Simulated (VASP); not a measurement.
Runs of VASP 6.6.1 on Hf. Symmetry: Fd-3m, No. 227, cubic system. Conventional cell: a = 6.374 Å, b = 6.374 Å, c = 6.374 Å, α = 90.00°, β = 90.00°, γ = 90.00°. Hf (site symmetry -43m) has 4 Hf at 2.76 Å as nearest neighbours. This isn't the form of Hf at room conditions, which is hcp.

| cell | k mesh | gap on the mesh (eV) | pressure (GPa) |
| --- | --- | --- | --- |
| Fd-3m, 32.37 Å³/atom | 14 × 14 × 14 | none | -0.2 |
| Fd-3m, 28.49 Å³/atom | 10 × 10 × 10 | none | 4.3 |
| Fd-3m, 32.37 Å³/atom | 10 × 10 × 10 | none | -0.2 |
| Fd-3m, 31.08 Å³/atom | 10 × 10 × 10 | none | (a) |

Alike in all rows: task single point; level PBEsol; potentials or basis VASP PAW PBE potentials, release 64 (Hf_pv); no spin polarisation; cutoff (eV) 520; smearing fermi-dirac 0.1 eV.

Fill in the values left out.

(a) 1.1.

Caveats: the PAW data sets were made with another functional, which shifts forces and pressure a little.

A k mesh can miss the band edges, and the runs leave out spin-orbit coupling on Hf.

A gap of «none» marks a metal or a gap under the smearing width.
